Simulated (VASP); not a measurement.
# BN (Qingsongite) (F-43m) in VASP: notebook, part 2 of 2

VASP 6.6.1. The steps go on from the part before.

**4. Single point, LDA**

This run uses another cell than the first one, of 5.61 Å³/atom, 1.056 times its volume.

INCAR

```
SYSTEM = BN
  PREC = Accurate
  ENCUT = 520
  EDIFF = 1E-6
  ISMEAR = 0
  SIGMA = 0.01
  LREAL = .False.
  LASPH = .True.
  NELM = 80
  ALGO = Normal
  ISIF = 2
  LWAVE = .False.
  LCHARG = .False.
  GGA = CA
  NBANDS = 11
```

KPOINTS

```
Automatic mesh
0
Gamma
  10 10 10
  0 0 0
```

POSCAR

```
BN
1.0
    0.0000000000      1.7768584873      1.7768584873
    1.7768584873      0.0000000000      1.7768584873
    1.7768584873      1.7768584873      0.0000000000
B N
1 1
Direct
    0.0000000000      0.0000000000      0.0000000000
    0.2500000000      0.2500000000      0.2500000000
```

Potentials or basis: VASP PAW LDA potentials, release 64 (B, N).

Started as:

```bash
$ cat potpaw_LDA.64/B/POTCAR potpaw_LDA.64/N/POTCAR > POTCAR
$ mpirun -np 1 vasp_std > vasp.out
```

OUTCAR:

```text
SYSTEM = BN
   PREC = Accurate
   ENCUT = 520
   EDIFF = 1E-6
   ISMEAR = 0
   LREAL = .False.
   LASPH = .True.
   NELM = 80
   ISIF = 2
   GGA = CA

 ion  position               nearest neighbor table
   1  0.000  0.000  0.000-   2 1.54   2 1.54   2 1.54   2 1.54
   2  0.250  0.250  0.250-   1 1.54   1 1.54   1 1.54   1 1.54

  LATTYP: Found a face centered cubic cell.
 ALAT       =     3.5537169746

  Lattice vectors:

 A1 = (   0.0000000000,   1.7768584873,   1.7768584873)
 A2 = (   1.7768584873,   0.0000000000,   1.7768584873)
 A3 = (   1.7768584873,   1.7768584873,   0.0000000000)

Analysis of symmetry for initial positions (statically):
=====================================================================
 Subroutine PRICEL returns:
 Original cell was already a primitive cell.

 Routine SETGRP: Setting up the symmetry group for a
 face centered cubic supercell.

 Subroutine GETGRP returns: Found 24 space group operations
 (whereof 24 operations were pure point group operations)
 out of a pool of 48 trial point group operations.

The static configuration has the point symmetry T_d .

Analysis of symmetry for dynamics (positions and initial velocities):
=====================================================================
 Subroutine PRICEL returns:
 Original cell was already a primitive cell.

 Routine SETGRP: Setting up the symmetry group for a
 face centered cubic supercell.

 Subroutine GETGRP returns: Found 24 space group operations
 (whereof 24 operations were pure point group operations)
 out of a pool of 48 trial point group operations.

The dynamic configuration has the point symmetry T_d .

 Subroutine INISYM returns: Found 24 space group operations
 (whereof 24 operations are pure point group operations),
 and found     1 'primitive' translations

----------------------------------------------------------------------------------------

                                     Primitive cell

  volume of cell :      11.2199

  direct lattice vectors                    reciprocal lattice vectors
     0.000000000  1.776858487  1.776858487    -0.281395510  0.281395510  0.281395510
     1.776858487  0.000000000  1.776858487     0.281395510 -0.281395510  0.281395510
     1.776858487  1.776858487  0.000000000     0.281395510  0.281395510 -0.281395510

  length of vectors
     2.512857371  2.512857371  2.512857371     0.487391320  0.487391320  0.487391320

  position of ions in fractional coordinates (direct lattice)
     0.000000000  0.000000000  0.000000000
     0.250000000  0.250000000  0.250000000

  ion indices of the primitive-cell ions
   primitive index   ion index
                 1           1
                 2           2

----------------------------------------------------------------------------------------

 KPOINTS: Automatic mesh

Automatic generation of k-mesh.
 Grid dimensions read from file:
 generate k-points for:   10   10   10

 Generating k-lattice:

  Cartesian coordinates                     Fractional coordinates (reciprocal lattice)
    -0.028139551  0.028139551  0.028139551     0.100000000  0.000000000  0.000000000
     0.028139551 -0.028139551  0.028139551     0.000000000  0.100000000  0.000000000
     0.028139551  0.028139551 -0.028139551     0.000000000  0.000000000  0.100000000

  Length of vectors
     0.048739132  0.048739132  0.048739132

  Shift w.r.t. Gamma in fractional coordinates (k-lattice)
     0.000000000  0.000000000  0.000000000

 Subroutine IBZKPT returns following result:
 ===========================================

 Found     47 irreducible k-points:

 Following reciprocal coordinates:
            Coordinates               Weight
  0.000000  0.000000  0.000000      1.000000
  0.100000  0.000000  0.000000      8.000000
  0.200000  0.000000  0.000000      8.000000
  0.300000  0.000000  0.000000      8.000000
  0.400000  0.000000  0.000000      8.000000
  0.500000  0.000000  0.000000      4.000000
[... 16 lines left out ...]
  0.300000  0.300000  0.000000      6.000000
  0.400000  0.300000  0.000000     24.000000
 [... further k-points ...]
   k-points           NKPTS =     47   k-points in BZ     NKDIM =     47   number of bands    NBANDS=     11
   number of dos      NEDOS =    301   number of ions     NIONS =      2
   total plane-waves  NPLWV =   8000
   dimension x,y,z NGX =    20 NGY =   20 NGZ =   20
   dimension x,y,z NGXF=    40 NGYF=   40 NGZF=   40
   ions per type =               1   1
   NGX,Y,Z   is equivalent  to a cutoff of  13.23, 13.23, 13.23 a.u.
   NGXF,Y,Z  is equivalent  to a cutoff of  26.46, 26.46, 26.46 a.u.
 SYSTEM =  BN
   PREC   = accura    normal or accurate (medium, high low for compatibility)
   ISTART =      0    job   : 0-new  1-cont  2-samecut
   ICHARG =      2    charge: 1-file 2-atom 10-const
   ISPIN  =      1    spin polarized calculation?
   LNONCOLLINEAR =      F non collinear calculations
   LSORBIT =      F    spin-orbit coupling
   LASPH  =      T    aspherical Exc in radial PAW
   ENCUT  =  520.0 eV  38.22 Ry    6.18 a.u.   4.67  4.67  4.67*2*pi/ulx,y,z
   NELM   =     80;   NELMIN=  2; NELMDL= -5     # of ELM steps
   EDIFF  = 0.1E-05   stopping-criterion for ELM
   LREAL  =      F    real-space projection
   EDIFFG = 0.1E-04   stopping-criterion for IOM
   NSW    =      0    number of steps for IOM
   IBRION =     -1    ionic relax: 0-MD 1-quasi-New 2-CG
   NFREE  =      0    steps in history (QN), initial steepest desc. (CG)
   ISIF   =      2    stress and relaxation
   ISYM   =      2    0-nonsym 1-usesym 2-fastsym
   POTIM  = 0.5000    time-step for ionic-motion
   TEBEG  =    0.0;   TEEND  =   0.0 temperature during run
   PSTRESS=    0.0 pullay stress
   NELECT =       8.0000    total number of electrons
   NUPDOWN=      -1.0000    fix difference up-down
   EMIN   =  10.00;   EMAX   =-10.00  energy-range for DOS
   EFERMI =   0.00;   METHOD = LEGACY
   ISMEAR =     0;   SIGMA  =   0.01  broadening in eV -4-tet -1-fermi 0-gaus
   EFERMI_NEDOS =   21; number of points for ismear=-14 and -15
   IALGO  =     38    algorithm
   IMIX   =      4    mixing-type and parameters
     AMIX     =   0.40;   BMIX     =  1.00
     AMIX_MAG =   1.60;   BMIX_MAG =  1.00
  volume/ion in A,a.u.               =       5.61        37.86
  Fermi-wavevector in a.u.,A,eV,Ry     =   1.462543  2.763806 29.103299  2.139032
  Thomas-Fermi vector in A             =   2.578744
   LORBIT       =      0    0 simple, 1 ext, 2 COOP (PROOUT), +10 PAW based schemes
   GGA     = CA    functional components
   LHFCALC =     F    Hartree Fock is set to
   AEXX    =    0.0000 exact exchange contribution
   IVDW    =     0    specifies the selected vdW correction
   LEPSILON=     F    determine dielectric tensor
   LRPA    =     F    only Hartree local field effects (RPA)
 non-spin polarized calculation
 Gauss-broadening in eV      SIGMA  =   0.01
  energy-cutoff  :      520.00
  volume of cell :       11.22
 maximum number of plane-waves:       318
   NGX =  9   NGY =  9   NGZ =  9

 number of electron       7.9999999 magnetization

 Free energy of the ion-electron system (eV)
  ---------------------------------------------------
  ext. energy  EPLUGINS =         0.00000000
  ---------------------------------------------------
  free energy    TOTEN  =       -19.40431753 eV

  energy without entropy =      -19.40431753  energy(sigma->0) =      -19.40431753

 E-fermi :   8.2446     XC(G=0): -13.3532

 val. band max:        8.0443431911   @ k =   0.0000   0.0000   0.0000
 cond. band min:      12.4468881608   @ k =   0.5000   0.5000   0.0000
 fundamental gap:      4.4025449697
 Fermi energy:         8.2445884938

 k-point     1 :       0.0000    0.0000    0.0000
  band No.  band energies     occupation
      1     -12.6179      2.00000
      2       8.0443      2.00000
      3       8.0443      2.00000
      4       8.0443      2.00000
      5      16.9699      0.00000
      6      16.9699      0.00000
      7      16.9699      0.00000
      8      19.3291      0.00000
      9      33.5144      0.00000
     10      36.4708      0.00000
     11      36.4708      0.00000
[... 309 lines left out ...]
 k-point    24 :       0.4000    0.3000    0.0000
  band No.  band energies     occupation
      1      -8.6329      2.00000
      2       1.1259      2.00000
      3       3.2908      2.00000
      4       3.7325      2.00000
      5      14.1817      0.00000
      6      18.9076      0.00000
      7      24.0454      0.00000
      8      24.0643      0.00000
      9      28.3108      0.00000
     10      35.9352      0.00000
     11      40.5657      0.00000

 [... further k-points ...]
[... 5 lines left out ...]
  --------------------------------------------------------------------------------------
  -------------------------------------------------------------------------------------
  Total        0.7402833      0.7402833      0.7402833      0.0000000     -0.0000000     -0.0000000
  in kB      105.7109579    105.7109579    105.7109579      0.0000000     -0.0000000     -0.0000000
  external PRESSURE =     105.7109579 kB  Pullay stress =       0.0000000 kB

 VOLUME and BASIS-vectors are now :
 -----------------------------------------------------------------------------
  energy-cutoff  :      520.00
  volume of cell :       11.22
      direct lattice vectors                 reciprocal lattice vectors
     0.000000000  1.776858487  1.776858487    -0.281395510  0.281395510  0.281395510
     1.776858487  0.000000000  1.776858487     0.281395510 -0.281395510  0.281395510
     1.776858487  1.776858487  0.000000000     0.281395510  0.281395510 -0.281395510

 POSITION                                       TOTAL-FORCE (eV/Angst)
 -----------------------------------------------------------------------------------
      0.00000      0.00000      0.00000         0.000000      0.000000     -0.000000
      0.88843      0.88843      0.88843        -0.000000     -0.000000      0.000000
 -----------------------------------------------------------------------------------
    total drift:                               -0.000000     -0.000000     -0.000000

  FREE ENERGIE OF THE ION-ELECTRON SYSTEM (eV)
  ---------------------------------------------------
  free  energy   TOTEN  =       -19.4043175291 eV

  energy  without entropy=      -19.4043175291  energy(sigma->0) =      -19.40431753
```

OSZICAR:

```text
N       E                     dE             d eps       ncg     rms          rms(c)
DAV:   1     0.629521359876E+01    0.62952E+01   -0.51456E+03  1090   0.724E+02
DAV:   2    -0.202479073179E+02   -0.26543E+02   -0.25910E+02  1232   0.152E+02
DAV:   3    -0.206329650526E+02   -0.38506E+00   -0.38453E+00  1229   0.151E+01
DAV:   4    -0.206332884556E+02   -0.32340E-03   -0.32340E-03  1094   0.565E-01
DAV:   5    -0.206332887531E+02   -0.29757E-06   -0.29757E-06  1187   0.156E-02    0.679E+00
DAV:   6    -0.195655626678E+02    0.10677E+01   -0.31991E+00  1034   0.104E+01    0.325E+00
DAV:   7    -0.194375222373E+02    0.12804E+00   -0.10447E-01  1172   0.258E+00    0.183E+00
DAV:   8    -0.194044819196E+02    0.33040E-01   -0.47303E-02  1166   0.149E+00    0.198E-01
DAV:   9    -0.194043327413E+02    0.14918E-03   -0.89272E-04  1118   0.265E-01    0.859E-02
DAV:  10    -0.194043170814E+02    0.15660E-04   -0.41503E-05  1157   0.604E-02    0.148E-02
DAV:  11    -0.194043175291E+02   -0.44770E-06   -0.10834E-06   740   0.749E-03
   1 F= -.19404318E+02 E0= -.19404318E+02  d E =0.000000E+00
```

stdout:

```text
POSCAR found type information on POSCAR B N
 POSCAR found :  2 types and       2 ions
 scaLAPACK will be used
 LDA part: xc-table for (Slater(with rela. corr.)+CA(PZ))
 , standard interpolation
 POSCAR, INCAR and KPOINTS ok, starting setup
 FFT: planning ... GRIDC
 FFT: planning ... GRID_SOFT
 FFT: planning ... GRID
 WAVECAR not read
 entering main loop
```

It took 4.4 s on 1 thread of Intel Xeon Platinum 8259CL at 2.50GHz (Skylake/Cascade Lake), shared host; peak memory 0.11 GiB.

Results:

```yaml
Free_energy: -19.4043 eV
Pressure: 10.6 GPa
Band_gap_on_the_k_mesh: 4.40 eV, indirect (least direct gap 8.93 eV)
```

Levels at points of the mesh, in eV from the valence-band top:
```csv
k point,band 2,band 3,band 4,band 5,band 6,band 7
"(0.00, 0.00, 0.00)",0.00,0.00,0.00,8.93,8.93,8.93
"(0.50, 0.00, 0.00)",-11.19,-2.05,-2.05,10.85,10.85,10.89
"(0.50, 0.50, 0.00)",-9.23,-5.18,-5.18,4.40,9.43,18.49
```

A k mesh can miss the band edges. LDA gaps usually lie below the measured ones, often by a third to a half.

**5. Single point, LDA**

This run uses another cell than the first one, of 5.76 Å³/atom, 1.083 times its volume.

INCAR

```
PREC = Accurate ; ENCUT = 520
EDIFF = 1E-6 ; ISMEAR = 0
SIGMA = 0.01 ; LREAL = F
LASPH = T ; NELM = 60
ALGO = Normal ; ISIF = 2
LWAVE = F ; LCHARG = F
NBANDS = 11
```

KPOINTS

```
Automatic mesh
0
Gamma
  10 10 10
```

POSCAR

```
BN
1.0
    0.0000000000      1.7923102062      1.7923102062
    1.7923102062      0.0000000000      1.7923102062
    1.7923102062      1.7923102062      0.0000000000
B N
1 1
Direct
    0.0000000000      0.0000000000      0.0000000000
    0.2500000000      0.2500000000      0.2500000000
```

Started as:

```bash
$ cat potpaw_LDA.64/B/POTCAR potpaw_LDA.64/N/POTCAR > POTCAR
$ mpirun -np 1 vasp_std > vasp.out
```

Wall time 4.4 s (1 thread of Intel Xeon Platinum 8259CL at 2.50GHz (Skylake/Cascade Lake), shared host); peak memory 0.12 GiB.

The run converged. Its results:

```
Free energy            : -19.4139 eV
Pressure               : -0.4 GPa
Band gap on the k mesh : 4.37 eV, indirect (least direct gap 8.80 eV)
```

Levels at points of the mesh, in eV from the valence-band top:
```csv
k point,band 1,band 2,band 3,band 4,band 5,band 6,band 7,band 8
"(0.00, 0.00, 0.00)",-20.36,0.00,0.00,0.00,8.80,8.80,8.80,10.85
"(0.50, 0.00, 0.00)",-15.95,-10.95,-2.00,-2.00,10.54,10.70,10.70,15.27
"(0.50, 0.50, 0.00)",-14.54,-9.05,-5.05,-5.05,4.37,9.29,18.09,18.09
```

**6. Single point, LDA**

This run uses another cell than the first one, of 5.91 Å³/atom, 1.111 times its volume.

INCAR

```
SYSTEM = BN
  ALGO = Normal
  EDIFF = 1E-6
  ENCUT = 520
  ISIF = 2
  ISMEAR = 0
  LASPH = .TRUE.
  LCHARG = .FALSE.
  LREAL = .FALSE.
  LWAVE = .FALSE.
  NBANDS = 11
  NELM = 100
  PREC = Accurate
  SIGMA = 0.01
```

KPOINTS

```
k-points
0
G
  10 10 10
  0 0 0
```

POSCAR

```
BN
1.0
    0.0000000000      1.8075000000      1.8075000000
    1.8075000000      0.0000000000      1.8075000000
    1.8075000000      1.8075000000      0.0000000000
B N
1 1
Direct
    0.0000000000      0.0000000000      0.0000000000
    0.2500000000      0.2500000000      0.2500000000
```

Potentials or basis: VASP PAW LDA potentials, release 64 (B, N).

Started as:

```bash
$ cat potpaw_LDA.64/B/POTCAR potpaw_LDA.64/N/POTCAR > POTCAR
$ mpirun -np 1 vasp_std > vasp.out
```

Wall time 4.4 s (1 thread of Intel Xeon Platinum 8259CL at 2.50GHz (Skylake/Cascade Lake), shared host); peak memory 0.11 GiB.

Results (log left out):

```
Free energy            : -19.4045 eV
Pressure               : -10.1 GPa
Band gap on the k mesh : 4.34 eV, indirect (least direct gap 8.68 eV)
```

Levels at points of the mesh, in eV from the valence-band top:
| k point | band 1 | band 2 | band 3 | band 4 | band 5 | band 6 | band 7 | band 8 |
| --- | --- | --- | --- | --- | --- | --- | --- | --- |
| (0.00, 0.00, 0.00) | -20.07 | 0.00 | 0.00 | 0.00 | 8.68 | 8.68 | 8.68 | 10.44 |
| (0.50, 0.00, 0.00) | -15.79 | -10.71 | -1.95 | -1.95 | 10.21 | 10.56 | 10.56 | 15.01 |
| (0.50, 0.50, 0.00) | -14.41 | -8.88 | -4.93 | -4.93 | 4.34 | 9.14 | 17.70 | 17.70 |

**7. The runs side by side**

| cell | gap on the mesh (eV) | pressure (GPa) |
| --- | --- | --- |
| a = 2.468 Å, angles 60.0°, 2 atoms | 4.46 | 36.8 |
| a = 2.491 Å, angles 60.0°, 2 atoms | 4.43 | 22.9 |
| a = 2.513 Å, angles 60.0°, 2 atoms | 4.40 | 10.6 |
| a = 2.535 Å, angles 60.0°, 2 atoms | 4.37 | -0.4 |
| a = 2.556 Å, angles 60.0°, 2 atoms | 4.34 | -10.1 |

Alike in all rows: task single point; level LDA; potentials or basis VASP PAW LDA potentials, release 64 (B, N); no spin polarisation; k mesh 10 × 10 × 10; cutoff (eV) 520; smearing gaussian 0.01 eV.

Total energies depend on the potentials used, so only differences within one code and one set of settings carry meaning.

**8. How close it comes**

Step 5. Against the measured gap of BN, 6.4 eV (indirect; 300 K; a printed reference work, monograph), the calculated 4.37 eV is off by -2.03 eV. The value is that of LDA on a finite k mesh, which can miss the band edges, without temperature or zero-point motion. Semilocal functionals fall short of measured gaps as a rule.
